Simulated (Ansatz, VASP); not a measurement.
This is a calculation of Ni for Ansatz 0.2.0.

input.yaml

```yaml
crystal:
  lattice:
    - [2.4480228978, 0.0, 0.0]
    - [-1.2240114489, 2.1200500186, 0.0]
    - [0.0, 0.0, 4.07280757]
  atoms:
    - { symbol: Ni, position: [0.6666666667, 0.3333333333, 0.75] }
    - { symbol: Ni, position: [0.3333333333, 0.6666666667, 0.25] }
hamiltonian:
  xc: lda
  pseudopotentials: { kind: paw }
magnetization:
  spin_polarized: true
kpoints:
  mp_grid: { grid: [12, 12, 7] }
scf:
  occupations: { method: gaussian, width: 0.01 }
output:
  forces: true
  stress: true
  eigenvalues: true
relax:
  f_tol: 0.01
  max_steps: 40
  cell: { stress_tol: 0.05 }
```

Potentials or basis: Ansatz PAW.

Launch:

```console
$ ansatz run input.yaml --threads 1 --pin off --max-ram 3584MiB --backend cpu --events-out ev --progress --plain --runs-dir out
```

Translate it to VASP 6.6.1. Potentials there: VASP PAW LDA potentials, release 64 (Ni).

As run (the cutoff follows the program's own potentials):

File INCAR:

```
ALGO = Fast
EDIFF = 1E-6
EDIFFG = -0.01
ENCUT = 600
GGA = CA
IBRION = 2
ISIF = 3
ISMEAR = 0
ISPIN = 2
LASPH = True
LCHARG = False
LMAXMIX = 4
LORBIT = 11
LREAL = False
LWAVE = False
MAGMOM = 0.71 0.71
NELM = 150
NSW = 60
PREC = Accurate
SIGMA = 0.01
```

Contents of KPOINTS:

```
k-points
0
Gamma
  12 12 7
```

File POSCAR:

```
Ni
1.0
    2.4480228978      0.0000000000      0.0000000000
   -1.2240114489      2.1200500186      0.0000000000
    0.0000000000      0.0000000000      4.0728075700
Ni
2
Direct
    0.6666666667      0.3333333333      0.7500000000
    0.3333333333      0.6666666667      0.2500000000
```

Potentials or basis: VASP PAW LDA potentials, release 64 (Ni).

The run is started by

```console
$ cat potpaw_LDA.64/Ni/POTCAR > POTCAR
$ mpirun -np 1 vasp_std > vasp.out
```

Both were run:

|  | VASP | Ansatz | Ansatz less VASP |
| --- | --- | --- | --- |
| gap on the k mesh at the Fermi level, each at its own relaxed structure (eV) | none | none | - |
| net moment per atom (μB) | 0.59 | 0.62 | +0.036 |
| size of the moment on the site where the two differ most (μB) | 0.58 | 0.65 | +0.061 |
| relaxed volume (Å³/atom) | 10.04 | 10.06 | +0.024 |
| relaxed cell length with the largest relative difference (Å) | 2.417 | 2.421 | +0.0043 |
| energy change over the relaxation (meV/atom) | -20 | -20 | +0.9 |

Site moments also hang on the region over which each program counts them. A gap of «none» marks a metal or a gap that the smearing closes. The two sets of potentials don't hold the same shells in valence.

Caveats: the plane-wave basis is chosen anew once the cell has moved, so the energies of steps on either side of that aren't comparable (Ansatz); the PAW data sets come from PBE, with cores solved anew for the run's functional, which leaves a small shift of forces and pressure (Ansatz).
